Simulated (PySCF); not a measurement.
Species: C2H4O2.
Structure used (PBE0-D3(BJ)/def2-TZVP), in Å, numbered top down from 1:
```
atom  x, y, z in Å
C1    -0.279   -0.680   -0.625
C2     0.360    0.439    0.134
O3     1.296    1.094   -0.232
O4    -0.243    0.641    1.321
H5    -1.353   -0.509   -0.713
H6     0.175   -0.760   -1.609
H7    -0.143   -1.614   -0.075
H8     0.231    1.368    1.748
```

The closed-shell ground state was solved at several levels (PySCF, density fitting, gas phase, non-relativistic). The structure is a single PBE0-D3(BJ)/def2-TZVP conformer in the gas phase; no vibrational or solvent corrections.

```json
{"level": "PBE0/pcJ-2", "basis functions": "300", "total energy (Eh)": "-228.9404", "HOMO (eV)": "-8.18", "LUMO (eV)": "0.17", "gap (eV)": "8.35", "dipole (D)": "1.78"}
{"level": "PBE0/aug-cc-pVTZ", "basis functions": "276", "total energy (Eh)": "-228.9268", "HOMO (eV)": "-8.18", "LUMO (eV)": "-0.20", "gap (eV)": "7.98", "dipole (D)": "1.79"}
{"level": "B3LYP/pcJ-2", "basis functions": "300", "total energy (Eh)": "-229.2001", "HOMO (eV)": "-7.94", "LUMO (eV)": "-0.15", "gap (eV)": "7.79", "dipole (D)": "1.78"}
{"level": "PBE0/pcSseg-2", "basis functions": "200", "total energy (Eh)": "-228.9319", "HOMO (eV)": "-8.18", "LUMO (eV)": "0.17", "gap (eV)": "8.35", "dipole (D)": "1.78"}
{"level": "wB97X-D/pcSseg-2", "basis functions": "200", "total energy (Eh)": "-229.1123", "HOMO (eV)": "-10.10", "LUMO (eV)": "2.06", "gap (eV)": "12.16", "dipole (D)": "1.81"}
{"level": "CAM-B3LYP/aug-cc-pVTZ", "basis functions": "276", "total energy (Eh)": "-229.0920", "HOMO (eV)": "-9.70", "LUMO (eV)": "0.14", "gap (eV)": "9.84", "dipole (D)": "1.82"}
{"level": "wB97X-D/aug-cc-pVTZ", "basis functions": "276", "total energy (Eh)": "-229.1061", "HOMO (eV)": "-10.10", "LUMO (eV)": "0.79", "gap (eV)": "10.89", "dipole (D)": "1.81"}
```

Task: What might B97-2/pcSseg-2 (200 basis functions) give for the same quantities?

Result: Total energy -229.1044 Eh, HOMO -7.87 eV, LUMO 0.09 eV, gap 7.96 eV, dipole 1.78 D.

Task: Over all these levels, which gives the widest orbital gap and which the narrowest?

Result: wB97X-D/pcSseg-2 (range-separated hybrid) has the widest, 12.16 eV, and B3LYP/pcJ-2 (global hybrid, 20 % exact exchange) the narrowest, 7.79 eV. Functional and basis both differ between the two, so the spread mixes both effects.

Task: How much does the basis alone move the frontier levels among the 3 PBE0 rows?

Result: The HOMO by 0.00 eV and the LUMO by 0.37 eV. By rising basis size (HOMO, LUMO in eV): pcSseg-2 -8.18, 0.17; aug-cc-pVTZ -8.18, -0.20; pcJ-2 -8.18, 0.17.

Task: How far do the dipole and the HOMO energy spread over the levels?

Result: The dipole runs from 1.78 to 1.82 D (mean 1.79 D) and the HOMO from -10.10 to -7.87 eV.

The pairwise dispersion term of wB97X-D wasn't added to the energies; at a given geometry it leaves orbitals and properties as they are.
